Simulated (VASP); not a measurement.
Set up this calculation in VASP 6.6.1, as an ASE script.

```
Task                   : single point
Functional             : PBEsol
Potentials or basis    : VASP PAW PBE potentials, release 54 (Mg)
Cutoff                 : 520 eV
k mesh                 : 10 × 10 × 5
Occupations            : gaussian, width 0.1 eV
Spin                   : no spin polarisation
Further INCAR settings : ALGO = Normal; EDIFF = 1.00e-06
```

The structure of Mg lies in Mg.cif:

```cif
data_Mg
_cell_length_a 3.20930000
_cell_length_b 3.20930000
_cell_length_c 5.21030000
_cell_angle_alpha 90.00000000
_cell_angle_beta 90.00000000
_cell_angle_gamma 120.00000000
_space_group_name_H-M_alt 'P6_3/mmc'
_space_group_name_Hall '-P 6c 2c'
_space_group_IT_number 194
loop_
_space_group_symop_operation_xyz
'x,y,z'
'-x,-y,-z'
'x-y,x,z+1/2'
'-x+y,-x,-z+1/2'
'-y,x-y,z'
'y,-x+y,-z'
'-x,-y,z+1/2'
'x,y,-z+1/2'
'-x+y,-x,z'
'x-y,x,-z'
'y,-x+y,z+1/2'
'-y,x-y,-z+1/2'
'-y,-x,-z+1/2'
'y,x,z+1/2'
'-x,-x+y,-z'
'x,x-y,z'
'-x+y,y,-z+1/2'
'x-y,-y,z+1/2'
'y,x,-z'
'-y,-x,z'
'x,x-y,-z+1/2'
'-x,-x+y,z+1/2'
'x-y,-y,-z'
'-x+y,y,z'
loop_
_atom_site_label
_atom_site_type_symbol
_atom_site_symmetry_multiplicity
_atom_site_Wyckoff_symbol
_atom_site_fract_x
_atom_site_fract_y
_atom_site_fract_z
_atom_site_occupancy
Mg1 Mg 2 c 0.6666666667 0.3333333333 0.7500000000 1
```

The input as run:

run.py

```python
from ase.calculators.vasp import Vasp
from ase.dft.bandgap import bandgap
from ase.io import read

atoms = read('Mg.cif', primitive_cell=True, subtrans_included=False)
calc = Vasp(
    directory='calc',
    xc='pbesol',
    pp='PBE',
    setups='recommended',
    pp_version='54',
    prec='Accurate',
    encut=520,
    ediff=1e-06,
    ismear=0,
    sigma=0.1,
    lreal=False,
    lasph=True,
    nelm=100,
    algo='Normal',
    isif=2,
    lwave=False,
    lcharg=True,
    lelf=True,
    lvhar=True,
    kpts=[10, 10, 5],
    gamma=True,
)
atoms.calc = calc

print('energy (eV):', atoms.get_potential_energy())
print('free energy (eV):', atoms.get_potential_energy(force_consistent=True))
print('forces (eV/A):')
print(atoms.get_forces())
print('stress (eV/A^3, Voigt):', atoms.get_stress())
print('Fermi level (eV):', calc.get_fermi_level())
gap, top, bottom = bandgap(calc)
print('band gap (eV):', gap, 'from (spin, k, band)', top, 'to', bottom)
```

Potentials or basis: VASP PAW PBE potentials, release 54 (Mg).

Launch:

```sh
$ python run.py
```

It gave:

```
Pressure               : -1.1 GPa
Band gap on the k mesh : none (metal or under the smearing width)
```

Caveat: the PAW data sets were made with another functional, which shifts forces and pressure a little.

Wall time 10 s on 1 thread of Intel(R) Xeon(R) Platinum 8488C (Sapphire Rapids) (shared host), peak memory 0.15 GiB.
